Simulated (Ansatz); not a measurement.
**LiI: 1 layer**

Consider LiI in the rock salt structure (space group Fm-3m, No. 225; a = 5.903 Å). Axes: x, y, z lie along the cube axes.

One thing is altered: a free-standing slab of 1 layer (2 atoms, 2 a layer) is cut normal to the z axis, with 15 Å of vacuum and the in-plane cell held at bulk; forces were under the threshold from the start, so the atoms kept their bulk positions.

All numbers come from DFT with PBEsol, PAW potentials and a 420 eV plane-wave cutoff in Ansatz (an electronic-structure program), without spin-orbit coupling. k-mesh 8×8×1 (Γ-centred); smearing 0.05 eV (Fermi–Dirac), for the changed cell.

- Layer's space group (with vacuum): P4/mmm (No. 123)
- Shortest interatomic distance: 2.952 Å (base 2.952 Å)
- Band gap: 3.98 eV (base 4.31 eV)
- Gap character: indirect, X → Γ
- Smallest direct gap: 4.41 eV (base 4.35 eV)

Cost of the whole job for the changed cell (relaxation, final SCF and bands): roughly 11 core-seconds.

Spin-orbit coupling, missing from the scalar runs, can matter with I. No phonon test of stability was made. k-point labels follow each cell's own Brillouin zone.
